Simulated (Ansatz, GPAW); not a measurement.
This is a calculation of W (Tungsten) for Ansatz 0.2.0. 

input.yaml

```yaml
crystal:
  lattice:
    - [-1.582345, 1.582345, 1.582345]
    - [1.582345, -1.582345, 1.582345]
    - [1.582345, 1.582345, -1.582345]
  atoms:
    - { symbol: W, position: [0.0, 0.0, 0.0] }
kpoints:
  mp_grid: { grid: [12, 12, 12] }
scf:
  occupations: { method: gaussian, width: 0.013 }
hamiltonian:
  xc: pbe
  pseudopotentials: { kind: all_electron, lapw: { basis_error: 0.001 } }
output:
  forces: true
  stress: true
  eigenvalues: true
```

Potentials or basis: all-electron LAPW, scalar-relativistic.

The run is started by

```console
$ ansatz run input.yaml --threads 1 --pin off --max-ram 3072MiB --backend cpu --events-out ev --progress --plain --runs-dir out
```

Task: Set up the same calculation for GPAW 26.7.0 (ASE script). Potentials or basis there: GPAW PAW data sets (gpaw-data 1.2.1), cutoff 600 eV.

Result: As run (cutoffs and basis follow the program's own potentials, and thresholds, step limits or extra output files can differ):

Contents of run.py:

```python
from ase import Atoms
from ase.dft.bandgap import bandgap
from ase.io import write
from ase.units import Bohr, GPa
from gpaw import GPAW, PW
from gpaw.elf import elf_from_dft_calculation

atoms = Atoms(['W'],
              cell=[[-1.582345, 1.582345, 1.582345],
                    [1.582345, -1.582345, 1.582345],
                    [1.582345, 1.582345, -1.582345]],
              scaled_positions=[[0.0, 0.0, 0.0]],
              pbc=True)

calc = GPAW(mode=PW(600),
            xc='PBE',
            kpts={'size': (12, 12, 12), 'gamma': True},
            occupations={'name': 'methfessel-paxton', 'order': 0, 'width': 0.013000000000000001},
            nbands=16,
            convergence={'density': 1e-05, 'energy': 1e-05},
            maxiter=150,
            txt='gpaw.txt')
atoms.calc = calc
energy = atoms.get_potential_energy()
forces = atoms.get_forces()
stress = atoms.get_stress()
calc.write('gs.gpw')
write('result.traj', atoms)
print(f'Energy: {energy:.6f} eV')
print('Forces (eV/A):')
print(forces.round(4))
print('Stress (GPa):', (stress / GPa).round(3))
print('Fermi level:', round(calc.get_fermi_level(), 4), 'eV')
print(f'Gap: {bandgap(calc)[0]:.4f} eV, direct: {bandgap(calc, direct=True)[0]:.4f} eV')

# fields on the real-space grid
write('density.cube', atoms, data=calc.get_pseudo_density() * Bohr**3)
write('potential.cube', atoms, data=calc.get_electrostatic_potential())
write('elf.cube', atoms, data=elf_from_dft_calculation(calc).data)
```

Potentials or basis: GPAW PAW data sets (gpaw-data 1.2.1), pw.

Run with:

```console
$ OMP_NUM_THREADS=1 python run.py
```

Both were run:

|  | Ansatz | GPAW |
| --- | --- | --- |
| Pressure | 6.1 GPa | 5.9 GPa |

Where Ansatz's input types no cutoff or centring, it takes its own default and a Γ-centred mesh.

Pressure is positive in compression.
